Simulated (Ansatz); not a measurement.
ZrO₂: how the free axis answers a strain

ZrO₂, P4_2/nmc, a = 3.621 Å, c = 5.282 Å. This isn't the usual stable structure of the compound. Ansatz: PBE, PAW, 420 eV, Γ-centred 6×6×4 mesh on 6 atoms, Gaussian smearing 0.02 eV; no spin polarisation. Series: biaxial strain in the a-b plane, c and atoms relaxed; x is the strain in per cent. y is the change of c in per cent of 5.282 Å.

| x (%) | y (%) |
| --- | --- |
| -4.5 | 2.68 |
| -3.0 | 1.58 |
| -1.5 | 0.72 |
| 0.0 | 0.00 |
| 1.5 | -0.56 |
| 3.0 | ? |
| 4.5 | -1.38 |

Problem. Fit y = c1 x + c2 x² to the other rows, say what c1 measures, and predict the missing y.

Solution. Least squares on the rows shown. y = −0.4458 x + 0.03168 x². With no stress along c, c1 = −2C13/C33 = -0.446. With a term in x³ added, the coefficient of x becomes -0.4195, 6 % less, which shows how far this figure hangs on the form. At x = 3.0 the fit asked for gives -1.05 %. The run gave -1.02 %, so the fit is 0.03 % too low, within the rms miss on the fitted rows (0.03 %).